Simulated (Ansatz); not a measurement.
**MnO2 (CdI2-type structure)**

Level of theory: DFT, PBE, scalar-relativistic, collinear spin; plane waves to 420 eV with PAW datasets (Ansatz 0.2.0), Γ-centred 14×14×6 mesh, 0.05 eV Gaussian smearing. The datasets are Ansatz's generated set soft_2.

```
Mn O
1.0
     2.87681    0.00000    0.00000
    -1.43840    2.49139    0.00000
     0.00000    0.00000    5.44645
Mn O
1 2
Cartesian
  0.0000 0.0000 0.0000
  0.0000 1.6609 0.9551
  1.4384 0.8305 4.4913
```

The start was a prototype's sites filled with these elements. The Crystallography Open Database lists the compound in space groups Pnma, I4/m, P42/mnm, so this is a trial structure.

Magnetic state: ferromagnetic, site spin moments Mn 2.52 μB.

The run above is the reference. The same cell was run again with other input settings; several of them aren't fit for production, so the rows show the settings' effect and aren't properties of the material.

```tsv
keys changed	outcome	ΔE (meV/atom)	P (GPa)	gap on the mesh (eV)	cell moment (μB)	largest force component (eV/Å)	SCF iterations	rough core-seconds	new warnings
none (reference)	converged	0.0	0.0	1.02	3.00	0.000	–	–	–
scf.mixing.algorithm: "anderson"; scf.mixing.beta: 0.1; kpoints.mp_grid.grid: [14, 14, 6] → [7, 7, 3]	converged	0.1	0.0	1.05	3.00	0.000	19	4	stability check not made
scf.initial_density.chi_scale: 0.1; hamiltonian.xc: "pbe" → "rpbe"; scf.occupations.width: 0.05 → null; scf.occupations.method: "gaussian" → "tetrahedron"	converged	–	4.0	1.14	3.00	0.299	12	16	band table not solved further; stability check not made; tetrahedron derivatives may miss energy slope
hamiltonian.pseudopotentials: {"kind": "nc"}	converged	–	28.6	0.27	3.00	3.260	11	17	cutoff below recommended
basis.ecutwfc: 420 → "200 eV"; accuracy: "low"	converged	6886.8	19.6	0.52	3.00	2.155	10	6	cutoff below recommended
kpoints.mp_grid.grid: [14, 14, 6] → [9, 9, 4]; scf.mixing.preconditioner: "kerker_dos"	converged	0.0	0.0	1.02	3.00	0.000	11	5	–
scf.algorithm: "density_mixing"; scf.mixing.algorithm: "anderson"; scf.mixing.beta: 0.05; scf.mixing.ndim: 8; scf.occupations.width: 0.05 → null; scf.occupations.method: "gaussian" → "tetrahedron"	converged	0.0	0.0	1.02	3.00	0.000	31	30	band table not solved further; stability check not made; tetrahedron derivatives may miss energy slope
```

These changes also left energy (to 0.1 meV/atom), pressure, gap, moment and forces as in the reference: scf.algorithm: "direct_min".

ΔE is the energy with the smearing extrapolated to zero. It is left out where the change alters the Hamiltonian or the spin treatment. The varied runs start from atomic densities (corrected by the program's trained start where that serves), with the default search for lower states unless a row changes it, while the reference went on from a saved state, so a magnet may end in another state whatever the setting.

Q: What happens with these changes: hamiltonian.xc: "pbe" → "revpbe"; scf.eigensolver.kind: "davidson"; basis.precision: "f64"?

A: outcome converged, P (GPa) 3.0, gap on the mesh (eV) 1.11, cell moment (μB) 3.00, largest force component (eV/Å) 0.217, SCF iterations 11, rough core-seconds 15.

Q: What happens with these changes: scf.algorithm: "direct_min"; hamiltonian.dispersion: "d4"?

A: outcome converged, P (GPa) -1.8, gap on the mesh (eV) 1.02, cell moment (μB) 3.00, largest force component (eV/Å) 0.026, SCF iterations 11, rough core-seconds 50.

Other pseudopotential files need their own cutoff; where it is too low, pressure and moments show the cutoff and not the files.

The pair part of a dispersion correction pulls inward (a three-body part mostly pushes out), and in metals and ionic crystals with large ions it often overbinds.

Of the reference: Semilocal functionals underestimate band gaps, commonly by a third or more. Site moments are of spin, integrated over atomic spheres. The structure is built of weakly bound layers, and this functional has no dispersion term, so their spacing and all that hangs on it (volume, the soft elastic constants, low modes, dielectric constants) are poorly given. The moments were started parallel, and the real magnetic order may be another.
